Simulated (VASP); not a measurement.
Here is a VASP 6.6.1 calculation.

Contents of INCAR:

```
SYSTEM = Li
PREC = Accurate
ENCUT = 600
EDIFF = 1E-7
ISMEAR = -1
SIGMA = 0.15
LREAL = .False.
LASPH = .True.
NELM = 80
ALGO = Normal
ISIF = 3
LWAVE = .False.
LCHARG = .False.
GGA = PE
IVDW = 12
IBRION = 2
NSW = 80
EDIFFG = -0.001
```

Contents of KPOINTS:

```
Automatic mesh
0
Gamma
  20 20 20
  0 0 0
```

Contents of POSCAR:

```
Li
1.0
   -1.6618312032      1.6618312032      1.6618312032
    1.6618312032     -1.6618312032      1.6618312032
    1.6618312032      1.6618312032     -1.6618312032
Li
1
Direct
    0.0000000000      0.0000000000      0.0000000000
```

Potentials or basis: VASP PAW PBE potentials, release 64 (Li_sv).

Command:

```bash
$ cat potpaw_PBE.64/Li_sv/POTCAR > POTCAR
$ mpirun -np 1 vasp_std > vasp.out
```

Q: Estimate the relaxed volume.

A: 18.21 Å³/atom.

Q: What does it give for the dispersion energy per atom?

A: -0.188 eV.

Q: What does it give for the relaxed cell?

A: a = 2.871 Å, b = 2.871 Å, c = 2.871 Å, α = 109.47°, β = 109.47°, γ = 109.47°.

Q: What does it give for the space group after relaxing (to 0.05 Å)?

A: Im-3m (No. 229).

Final structure:
```yaml
crystal:
  lattice:
    - [-1.65739, 1.65739, 1.65739]
    - [1.65739, -1.65739, 1.65739]
    - [1.65739, 1.65739, -1.65739]
  atoms:
    - { symbol: Li, position: [0.00000, 0.00000, 0.00000] }
```

Caveat: the cutoff is under 1.25 times the usual one of these potentials, so pressure, stress and relaxed cells hold a basis-set (Pulay) error; pairwise dispersion overbinds metals, which lowers pressure and volume.
